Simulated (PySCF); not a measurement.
# Assignment exercise: C₃H₄N₂

Structure with atom numbers: `[cH:1]1[cH:2][n:3][nH:4][cH:5]1`. Hydrogens are named by the atom that carries them.

PySCF calculation with B3LYP/pcJ-1 coupling constants, shielding tensors at PBE/pcSseg-2 (GIAO) and PBE0-D3(BJ)/def2-SVP structure; no relativistic terms, in vacuum, one computed conformer.

Referencing at the same level of theory: 13C, 1H against TMS.

(1) Assign these signals to the numbered atoms. 13C{1H} NMR (computed): δ 143.8 (CH), 128.3 (CH), 111.6 (CH).

(2) Assign these signals to the numbered atoms. 1H NMR (500 MHz, computed): δ 9.46 (br s, 1H), 7.57 (d, J = 2.0 Hz, 1H), 7.38 (d, J = 2.7 Hz, 1H), 6.48 (dd, J = 2.7, 2.0 Hz, 1H).

Results:

(1) 
143.8 → C2, aromatic CH next to a ring nitrogen: the adjacent pyridine-type nitrogen withdraws density from it
128.3 → C5, aromatic CH next to a ring nitrogen
111.6 → C1, aromatic CH

(2) 
| δ (ppm) | atoms | environment | reason |
| --- | --- | --- | --- |
| 9.46 | H(N4) | hydrogen on a pyrrole-type ring nitrogen | exchangeable; this is the value without hydrogen bonding to other molecules |
| 7.57 | H(C2) | hydrogen on an aromatic CH next to a ring nitrogen | aromatic region |
| 7.38 | H(C5) | hydrogen on an aromatic CH next to a ring nitrogen | – |
| 6.48 | H(C1) | hydrogen on an aromatic CH | it sits in the deshielding region of the aromatic ring current |

The OH or NH signal is concentration- and solvent-dependent in practice; the value given is the gas-phase one. Multiplet labels drop couplings under 1 Hz and merge nearly equal ones. Unscaled 3J(H,H) at this level run about 10 % above measured values. Shifts are as computed, not scaled to solution data. Of 1211 compounds with measured shifts, 218 miss one by over three times the rms of a fit or turn the order of signals round; such compounds aren't used in these exercises. Couplings to exchangeable protons are dropped.
